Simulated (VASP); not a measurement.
Input of a VASP 6.6.1 run:

Contents of INCAR:

```
PREC     = Accurate       # precision mode
ENCUT    = 600            # plane-wave cutoff, eV
EDIFF    = 1E-6           # SCF threshold, eV
ISMEAR   = 0              # smearing method
SIGMA    = 0.03           # smearing width, eV
LREAL    = False          # projectors in reciprocal space
LASPH    = True           # aspherical terms in the spheres
NELM     = 150            # most SCF steps
ALGO     = Normal         # electronic algorithm
ISIF     = 3              # what is computed and relaxed
LWAVE    = False          # write WAVECAR
LCHARG   = False          # write CHGCAR
ISPIN    = 2              # spin polarisation
MAGMOM   = 1 -1 0 0 0 0   # initial moments
LORBIT   = 11             # projections on sites
LMAXMIX  = 4              # l up to which the mixer works
LDAU     = True           # DFT+U
LDAUTYPE = 2            
LDAUL    = 2 -1           # shell
LDAUU    = 3.25 0         # U, eV
LDAUJ    = 0 0          
LDAUPRINT= 1            
GGA      = PE             # functional
IBRION   = 2              # ionic algorithm
NSW      = 90             # ionic steps
EDIFFG   = -0.01          # ionic threshold
AMIX     = 0.2          
BMIX     = 1E-4         
AMIX_MAG = 0.8          
BMIX_MAG = 1E-4         
KPAR     = 4
```

Contents of KPOINTS:

```
regular mesh
0
Gamma
  6 6 10
```

The input POSCAR:

```
VO2
1.0
    4.5300000000      0.0000000000      0.0000000000
    0.0000000000      4.5300000000      0.0000000000
    0.0000000000      0.0000000000      2.8690000000
V O
2 4
Direct
    0.0000000000      0.0000000000      0.0000000000
    0.5000000000      0.5000000000      0.5000000000
    0.3050000000      0.3050000000      0.0000000000
    0.1950000000      0.8050000000      0.5000000000
    0.6950000000      0.6950000000      0.0000000000
    0.8050000000      0.1950000000      0.5000000000
```

Potentials or basis: VASP PAW PBE potentials, release 64 (V_sv, O).

Command:

```sh
$ cat potpaw_PBE.64/V_sv/POTCAR potpaw_PBE.64/O/POTCAR > POTCAR
$ mpirun -np 4 vasp_std > vasp.out
```

(1) Estimate the site moments.

(2) Estimate the relaxed volume.

## Answers

(1) V +1.01, -1.01; O -0.02, +0.02 μB.

(2) 10.28 Å³/atom.
